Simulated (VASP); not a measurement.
A run of VASP 6.6.1 is set up as follows.

INCAR

```
SYSTEM = MoP
PREC = Accurate
ENCUT = 600
EDIFF = 1E-7
ISMEAR = 1
SIGMA = 0.1
LREAL = .False.
LASPH = .True.
NELM = 80
ALGO = Normal
ISIF = 3
LWAVE = .False.
LCHARG = .False.
GGA = PE
IBRION = 2
NSW = 90
EDIFFG = -0.005
KPAR = 2
```

KPOINTS

```
regular mesh
0
Gamma
  15 15 11
  0 0 0
```

The input POSCAR:

```
MoP                                     
1.0
    3.2421003625     -0.0000000000      0.0000000000
   -1.6210501812      2.8077412755      0.0000000000
    0.0000000000     -0.0000000000      3.1936992179
  Mo              P             
     1     1
Direct
     1.0000000000000000    0.0000000000000000    0.0000000000000000
     0.3333333332999970    0.6666666667000030    0.5000000000000000
```

Potentials or basis: VASP PAW PBE potentials, release 64 (Mo_sv, P).

The run is started by

```bash
$ cat potpaw_PBE.64/Mo_sv/POTCAR potpaw_PBE.64/P/POTCAR > POTCAR
$ mpirun -np 2 vasp_std > vasp.out
```

(1) What does it give for the band gap on the k mesh?

Answers

(1) none (metal or under the smearing width).

Caveat: the relaxation stopped at its first step, so nothing moved.
